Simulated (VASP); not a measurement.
# Sn (Fd-3m) in VASP: further runs

The runs below take Sn through relaxation of cell and atoms, with PBEsol, LDA.

Program: VASP 6.6.1. These are calculated values, not measurements. Logs are shortened: lines on timing, memory, paths and dates and some standing lists are left out, and cuts for length are marked.

**1. The crystal as given**

Symmetry: Fd-3m, No. 227, cubic system. The conventional cell has a = 6.570 Å, b = 6.570 Å, c = 6.570 Å, α = 90.00°, β = 90.00°, γ = 90.00°. Around Sn (site symmetry -43m) lie 4 Sn at 2.84 Å.

This isn't the form of Sn at room conditions, which is tetragonal (white tin).

**2. Relaxation of cell and atoms, PBEsol**

File INCAR:

```
PREC = Accurate
ENCUT = 600
EDIFF = 1E-7
ISMEAR = 0
SIGMA = 0.1
LREAL = F
LASPH = T
NELM = 80
ALGO = Fast
ISIF = 3
LWAVE = F
LCHARG = F
GGA = PS
IBRION = 2
NSW = 90
EDIFFG = -0.005
```

File KPOINTS:

```
regular mesh
0
Gamma
  12 12 12
```

File POSCAR:

```
Sn
1.0
    0.0000000000      3.2849870000      3.2849870000
    3.2849870000      0.0000000000      3.2849870000
    3.2849870000      3.2849870000      0.0000000000
Sn
2
Direct
    0.5000000000      0.5000000000      0.5000000000
    0.7500000000      0.7500000000      0.7500000000
```

Potentials or basis: VASP PAW PBE potentials, release 64 (Sn_d).

Launch:

```sh
cat potpaw_PBE.64/Sn_d/POTCAR > POTCAR
mpirun -np 1 vasp_std > vasp.out
```

OUTCAR:

```text
PREC = Accurate
   ENCUT = 600
   EDIFF = 1E-7
   ISMEAR = 0
   LREAL = F
   LASPH = T
   NELM = 80
   ISIF = 3
   GGA = PS
   IBRION = 2
   NSW = 90
   EDIFFG = -0.005

 ion  position               nearest neighbor table
   1  0.500  0.500  0.500-   2 2.84   2 2.84   2 2.84   2 2.84
   2  0.750  0.750  0.750-   1 2.84   1 2.84   1 2.84   1 2.84

  LATTYP: Found a face centered cubic cell.
 ALAT       =     6.5699740000

  Lattice vectors:

 A1 = (   0.0000000000,   3.2849870000,   3.2849870000)
 A2 = (   3.2849870000,   0.0000000000,   3.2849870000)
 A3 = (   3.2849870000,   3.2849870000,   0.0000000000)

Analysis of symmetry for initial positions (statically):
=====================================================================
 Subroutine PRICEL returns:
 Original cell was already a primitive cell.

 Routine SETGRP: Setting up the symmetry group for a
 face centered cubic supercell.

 Subroutine GETGRP returns: Found 48 space group operations
 (whereof 24 operations were pure point group operations)
 out of a pool of 48 trial point group operations.

The static configuration has the point symmetry T_d .
 The point group associated with its full space group is O_h .

Analysis of symmetry for dynamics (positions and initial velocities):
=====================================================================
 Subroutine PRICEL returns:
 Original cell was already a primitive cell.

 Routine SETGRP: Setting up the symmetry group for a
 face centered cubic supercell.

 Subroutine GETGRP returns: Found 48 space group operations
 (whereof 24 operations were pure point group operations)
 out of a pool of 48 trial point group operations.

The dynamic configuration has the point symmetry T_d .
 The point group associated with its full space group is O_h .

 Subroutine INISYM returns: Found 48 space group operations
 (whereof 24 operations are pure point group operations),
 and found     1 'primitive' translations

----------------------------------------------------------------------------------------

                                     Primitive cell

  volume of cell :      70.8975

  direct lattice vectors                    reciprocal lattice vectors
     0.000000000  3.284987000  3.284987000    -0.152207604  0.152207604  0.152207604
     3.284987000  0.000000000  3.284987000     0.152207604 -0.152207604  0.152207604
     3.284987000  3.284987000  0.000000000     0.152207604  0.152207604 -0.152207604

  length of vectors
     4.645673168  4.645673168  4.645673168     0.263631303  0.263631303  0.263631303

  position of ions in fractional coordinates (direct lattice)
     0.500000000  0.500000000  0.500000000
     0.750000000  0.750000000  0.750000000

  ion indices of the primitive-cell ions
   primitive index   ion index
                 1           1
                 2           2

----------------------------------------------------------------------------------------

 KPOINTS: regular mesh

Automatic generation of k-mesh.
 Grid dimensions read from file:
 generate k-points for:   12   12   12

 Generating k-lattice:

  Cartesian coordinates                     Fractional coordinates (reciprocal lattice)
    -0.012683967  0.012683967  0.012683967     0.083333333  0.000000000  0.000000000
     0.012683967 -0.012683967  0.012683967     0.000000000  0.083333333  0.000000000
     0.012683967  0.012683967 -0.012683967     0.000000000  0.000000000  0.083333333

  Length of vectors
     0.021969275  0.021969275  0.021969275

  Shift w.r.t. Gamma in fractional coordinates (k-lattice)
     0.000000000  0.000000000  0.000000000

 Subroutine IBZKPT returns following result:
 ===========================================

 Found     72 irreducible k-points:

 Following reciprocal coordinates:
            Coordinates               Weight
  0.000000  0.000000  0.000000      1.000000
  0.083333  0.000000  0.000000      8.000000
  0.166667  0.000000  0.000000      8.000000
  0.250000  0.000000  0.000000      8.000000
  0.333333  0.000000  0.000000      8.000000
  0.416667  0.000000  0.000000      8.000000
[... 16 lines left out ...]
  0.500000  0.166667  0.000000     24.000000
 -0.416667  0.166667  0.000000     24.000000
 [... further k-points ...]
   k-points           NKPTS =     72   k-points in BZ     NKDIM =     72   number of bands    NBANDS=     18
   number of dos      NEDOS =    301   number of ions     NIONS =      2
   total plane-waves  NPLWV =  64000
   dimension x,y,z NGX =    40 NGY =   40 NGZ =   40
   dimension x,y,z NGXF=    80 NGYF=   80 NGZF=   80
   ions per type =               2
   NGX,Y,Z   is equivalent  to a cutoff of  14.31, 14.31, 14.31 a.u.
   NGXF,Y,Z  is equivalent  to a cutoff of  28.63, 28.63, 28.63 a.u.
 SYSTEM =  unknown system
   PREC   = accura    normal or accurate (medium, high low for compatibility)
   ISTART =      0    job   : 0-new  1-cont  2-samecut
   ICHARG =      2    charge: 1-file 2-atom 10-const
   ISPIN  =      1    spin polarized calculation?
   LNONCOLLINEAR =      F non collinear calculations
   LSORBIT =      F    spin-orbit coupling
   LASPH  =      T    aspherical Exc in radial PAW
   ENCUT  =  600.0 eV  44.10 Ry    6.64 a.u.   9.28  9.28  9.28*2*pi/ulx,y,z
   NELM   =     80;   NELMIN=  2; NELMDL= -5     # of ELM steps
   EDIFF  = 0.1E-06   stopping-criterion for ELM
   LREAL  =      F    real-space projection
   EDIFFG = -.5E-02   stopping-criterion for IOM
   NSW    =     90    number of steps for IOM
   IBRION =      2    ionic relax: 0-MD 1-quasi-New 2-CG
   NFREE  =      1    steps in history (QN), initial steepest desc. (CG)
   ISIF   =      3    stress and relaxation
   ISYM   =      2    0-nonsym 1-usesym 2-fastsym
   POTIM  = 0.5000    time-step for ionic-motion
   TEBEG  =    0.0;   TEEND  =   0.0 temperature during run
   PSTRESS=    0.0 pullay stress
   NELECT =      28.0000    total number of electrons
   NUPDOWN=      -1.0000    fix difference up-down
   EMIN   =  10.00;   EMAX   =-10.00  energy-range for DOS
   EFERMI =   0.00;   METHOD = LEGACY
   ISMEAR =     0;   SIGMA  =   0.10  broadening in eV -4-tet -1-fermi 0-gaus
   EFERMI_NEDOS =   21; number of points for ismear=-14 and -15
   IALGO  =     68    algorithm
   IMIX   =      4    mixing-type and parameters
     AMIX     =   0.40;   BMIX     =  1.00
     AMIX_MAG =   1.60;   BMIX_MAG =  1.00
  volume/ion in A,a.u.               =      35.45       239.22
  Fermi-wavevector in a.u.,A,eV,Ry     =   1.201113  2.269774 19.628749  1.442672
  Thomas-Fermi vector in A             =   2.336931
   LORBIT       =      0    0 simple, 1 ext, 2 COOP (PROOUT), +10 PAW based schemes
   GGA     = PS    functional components
   LHFCALC =     F    Hartree Fock is set to
   AEXX    =    0.0000 exact exchange contribution
   IVDW    =     0    specifies the selected vdW correction
   LEPSILON=     F    determine dielectric tensor
   LRPA    =     F    only Hartree local field effects (RPA)
 conjugate gradient relaxation of ions
 non-spin polarized calculation
 RMM-DIIS sequential band-by-band and
 Gauss-broadening in eV      SIGMA  =   0.10
  energy-cutoff  :      600.00
  volume of cell :       70.90
 maximum number of plane-waves:      2421
 NGX is ok and might be reduce to    40
   NGX = 19   NGY = 19   NGZ = 19

--------------------------------------- Ionic step        1  -------------------------------------------

 number of electron      27.9999999 magnetization

 Free energy of the ion-electron system (eV)
  ---------------------------------------------------
  ext. energy  EPLUGINS =         0.00000000
  ---------------------------------------------------
  free energy    TOTEN  =        -8.46460380 eV

  energy without entropy =       -8.46333429  energy(sigma->0) =       -8.46396905

------------------------ aborting loop because EDIFF is reached ----------------------------------------

  FORCE on cell =-STRESS in cart. coord.  units (eV):
  Direction    XX          YY          ZZ          XY          YZ          ZX
  --------------------------------------------------------------------------------------
  -------------------------------------------------------------------------------------
  Total       -0.2543669     -0.2543669     -0.2543669      0.0000000      0.0000000      0.0000000
  in kB       -5.7483110     -5.7483110     -5.7483110      0.0000000      0.0000000      0.0000000
  external PRESSURE =      -5.7483110 kB  Pullay stress =       0.0000000 kB

 VOLUME and BASIS-vectors are now :
 -----------------------------------------------------------------------------
  energy-cutoff  :      600.00
  volume of cell :       70.90
      direct lattice vectors                 reciprocal lattice vectors
     0.000000000  3.284987000  3.284987000    -0.152207604  0.152207604  0.152207604
     3.284987000  0.000000000  3.284987000     0.152207604 -0.152207604  0.152207604
     3.284987000  3.284987000  0.000000000     0.152207604  0.152207604 -0.152207604
[... 37 lines left out ...]
 POSITION                                       TOTAL-FORCE (eV/Angst)
 -----------------------------------------------------------------------------------
      3.26483      3.26483      3.26483         0.000000      0.000000     -0.000000
      4.89725      4.89725      4.89725        -0.000000     -0.000000      0.000000
 -----------------------------------------------------------------------------------
    total drift:                               -0.000000     -0.000000      0.000000

  FREE ENERGIE OF THE ION-ELECTRON SYSTEM (eV)
  ---------------------------------------------------
  free  energy   TOTEN  =        -8.4662403104 eV

  energy  without entropy=       -8.4650124431  energy(sigma->0) =       -8.46562638

--------------------------------------- Ionic step        3  -------------------------------------------

 number of electron      28.0000003 magnetization

 Free energy of the ion-electron system (eV)
  ---------------------------------------------------
  ext. energy  EPLUGINS =         0.00000000
  ---------------------------------------------------
  free energy    TOTEN  =        -8.46640736 eV

  energy without entropy =       -8.46516716  energy(sigma->0) =       -8.46578726

 E-fermi :   5.2319     XC(G=0):  -8.9670

 val. band max:        5.1992895544   @ k =   0.0833   0.0000   0.0000
 cond. band min:       5.3163623690   @ k =   0.3333   0.0000   0.0000
 fundamental gap:      0.1170728146
 Fermi energy:         5.2318892919

 k-point     1 :       0.0000    0.0000    0.0000
  band No.  band energies     occupation
      1     -16.3065      2.00000
      2     -16.3065      2.00000
      3     -16.3065      2.00000
      4     -16.2491      2.00000
      5     -16.2491      2.00000
      6     -15.9557      2.00000
[... 10 lines left out ...]
     17       7.3969      0.00000
     18       7.3969      0.00000
[... 463 lines left out ...]
 k-point    24 :      -0.4167    0.1667    0.0000
  band No.  band energies     occupation
      1     -16.3630      2.00000
      2     -16.3485      2.00000
      3     -16.2490      2.00000
      4     -16.1757      2.00000
      5     -16.1665      2.00000
      6     -16.0421      2.00000
[... 10 lines left out ...]
     17       9.1765      0.00000
     18      11.1800      0.00000

 [... further k-points ...]
[... 5 lines left out ...]
  --------------------------------------------------------------------------------------
  -------------------------------------------------------------------------------------
  Total        0.0091800      0.0091800      0.0091800      0.0000000     -0.0000000      0.0000000
  in kB        0.2104086      0.2104086      0.2104086      0.0000000     -0.0000000      0.0000000
  external PRESSURE =       0.2104086 kB  Pullay stress =       0.0000000 kB

 VOLUME and BASIS-vectors are now :
 -----------------------------------------------------------------------------
  energy-cutoff  :      600.00
  volume of cell :       69.90
      direct lattice vectors                 reciprocal lattice vectors
     0.000000000  3.269535432  3.269535432    -0.152926925  0.152926925  0.152926925
     3.269535432  0.000000000  3.269535432     0.152926925 -0.152926925  0.152926925
     3.269535432  3.269535432  0.000000000     0.152926925  0.152926925 -0.152926925

 POSITION                                       TOTAL-FORCE (eV/Angst)
 -----------------------------------------------------------------------------------
      3.26954      3.26954      3.26954        -0.000000     -0.000000     -0.000000
      4.90430      4.90430      4.90430         0.000000      0.000000      0.000000
 -----------------------------------------------------------------------------------
    total drift:                               -0.000000     -0.000000      0.000000

  FREE ENERGIE OF THE ION-ELECTRON SYSTEM (eV)
  ---------------------------------------------------
  free  energy   TOTEN  =        -8.4664073627 eV

  energy  without entropy=       -8.4651671569  energy(sigma->0) =       -8.46578726

 reached required accuracy - stopping structural energy minimisation
```

Run time: 3 min. Hardware: 1 thread of AMD EPYC 9R45 (Zen 5), shared host; peak memory 0.27 GiB.

What came out:

```yaml
Free_energy: -8.4664 eV
Relaxed_volume: 34.95 Å³/atom
Relaxed_cell: a = 4.624 Å, b = 4.624 Å, c = 4.624 Å, α = 60.00°, β = 60.00°, γ = 60.00°
Space_group_after_relaxing_to_0.05_Å: Fd-3m (No. 227)
Energy_gained_by_relaxing: 0.9 meV/atom
Ionic_steps: 3
Pressure_after_relaxing: 0.0 GPa
Band_gap_on_the_k_mesh: none (metal or under the smearing width)
```

Step by step:
| step | energy change (eV) | largest force (eV/Å) | pressure (GPa) | volume (Å³) |
| --- | --- | --- | --- | --- |
| 1 | 0.0000 | 0.0000 | -0.57 | 70.90 |
| 2 | -0.0016 | 0.0000 | 0.18 | 69.60 |
| 3 | -0.0018 | 0.0000 | 0.02 | 69.90 |

Final structure:
```
Sn
1.0
     0.00000    3.26954    3.26954
     3.26954    0.00000    3.26954
     3.26954    3.26954    0.00000
Sn
2
Cartesian
  3.2695 3.2695 3.2695
  4.9043 4.9043 4.9043
```

Levels at points of the mesh, in eV from the Fermi level:
```tsv
k point	band 11	band 12	band 13	band 14	band 15	band 16	band 17	band 18
(0.00, 0.00, 0.00)	-10.46	-0.83	0.10	0.10	0.10	2.17	2.17	2.17
(0.50, 0.00, 0.00)	-8.88	-6.22	-1.07	-1.07	-0.09	3.22	3.22	5.56
(0.50, 0.50, 0.00)	-7.44	-7.44	-2.38	-2.38	0.80	0.80	7.58	7.58
```

Caveat: the PAW data sets were made with another functional, which shifts forces and pressure a little.

**3. Relaxation of cell and atoms, LDA**

Edit INCAR of step 2 so:

```diff
@@ -12,3 +12,2 @@
 LCHARG = F
-GGA = PS
 IBRION = 2
```

KPOINTS is that of step 2.

POSCAR is that of step 2.

Potentials or basis: VASP PAW LDA potentials, release 64 (Sn_d).

Launch:

```sh
cat potpaw_LDA.64/Sn_d/POTCAR > POTCAR
mpirun -np 1 vasp_std > vasp.out
```

It took 3.1 min on 1 thread of AMD EPYC 9R45 (Zen 5), shared host; peak memory 0.22 GiB.

It converged, with:

- Free energy: -8.9430 eV
- Relaxed volume: 33.95 Å³/atom
- Relaxed cell: a = 4.579 Å, b = 4.579 Å, c = 4.579 Å, α = 60.00°, β = 60.00°, γ = 60.00°
- Space group after relaxing (to 0.05 Å): Fd-3m (No. 227)
- Energy gained by relaxing: 8.5 meV/atom
- Ionic steps: 3
- Pressure after relaxing: 0.0 GPa
- Band gap on the k mesh: none (metal or under the smearing width)

Step by step:
| step | energy change (eV) | largest force (eV/Å) | pressure (GPa) | volume (Å³) |
| --- | --- | --- | --- | --- |
| 1 | 0.0000 | 0.0000 | -1.74 | 70.90 |
| 2 | -0.0154 | 0.0000 | 0.61 | 67.02 |
| 3 | -0.0170 | 0.0000 | 0.01 | 67.90 |

Final structure:
```xyz
2
Lattice="0.0000 3.2380 3.2380 3.2380 0.0000 3.2380 3.2380 3.2380 0.0000" Properties=species:S:1:pos:R:3 pbc="T T T"
Sn    3.2380    3.2380    3.2380
Sn    4.8569    4.8569    4.8569
```

Levels at points of the mesh, in eV from the Fermi level:
| k point | band 10 | band 11 | band 12 | band 13 | band 14 | band 15 | band 16 | band 17 | band 18 |
| --- | --- | --- | --- | --- | --- | --- | --- | --- | --- |
| (0.00, 0.00, 0.00) | -21.22 | -10.67 | -0.74 | 0.10 | 0.10 | 0.10 | 2.16 | 2.16 | 2.16 |
| (0.50, 0.00, 0.00) | -21.17 | -9.04 | -6.35 | -1.11 | -1.11 | -0.07 | 3.24 | 3.24 | 5.54 |
| (0.50, 0.50, 0.00) | -21.15 | -7.56 | -7.56 | -2.47 | -2.47 | 0.77 | 0.77 | 7.71 | 7.71 |
